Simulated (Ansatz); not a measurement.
## ZnS: single point with PBE

**Experimental background.**

From “Electronic, vibrational, and thermodynamic properties of ZnS (zincblende and rocksalt structure)”, 2009, arxiv:0911.5022, for a bulk crystal of ZnS at 19 K: band gap 3.85 eV (direct).

ZnS:

```
Zn S
1.0
     0.00000    2.70200    2.70200
     2.70200    0.00000    2.70200
     2.70200    2.70200    0.00000
Zn S
1 1
Direct
  0.75000 0.75000 0.75000
  0.00000 0.00000 0.00000
```

```yaml
Program: Ansatz 0.2.0
Task: single point
Functional: PBE
Potentials_or_basis: all-electron LAPW, scalar-relativistic
Cutoff: 244 eV (chosen from the basis error)
Basis_error_allowed: 0.003 eV/atom
k_mesh: 5 × 5 × 5
Occupations: fermi-dirac, width 0.04 eV
Spin: no spin polarisation
```

| Property | Result |
| --- | --- |
| Pressure | 1.7 GPa |
| Band gap on the k mesh | 2.11 eV, direct |

Levels at points of the mesh, in eV from the valence-band top:
```csv
k point,band 13,band 14,band 15,band 16,band 17,band 18,band 19,band 20,band 21
"(0.00, 0.00, 0.00)",-5.84,-5.84,0.00,0.00,0.00,2.11,6.37,6.37,6.37
```

Run time: 1 s on 1 thread of AMD EPYC 9R45 96-Core Processor (Zen 5), with other jobs on the host, peak memory 0.27 GiB.

Against the measured gap of ZnS, 3.85 eV (direct; 19 K; quoted in “Electronic, vibrational, and thermodynamic properties of ZnS (zincblende and rocksalt structure)”, 2009, arxiv:0911.5022), the calculated 2.11 eV is off by -1.74 eV. The value is that of PBE, without temperature or zero-point motion. Semilocal functionals fall short of measured gaps as a rule.
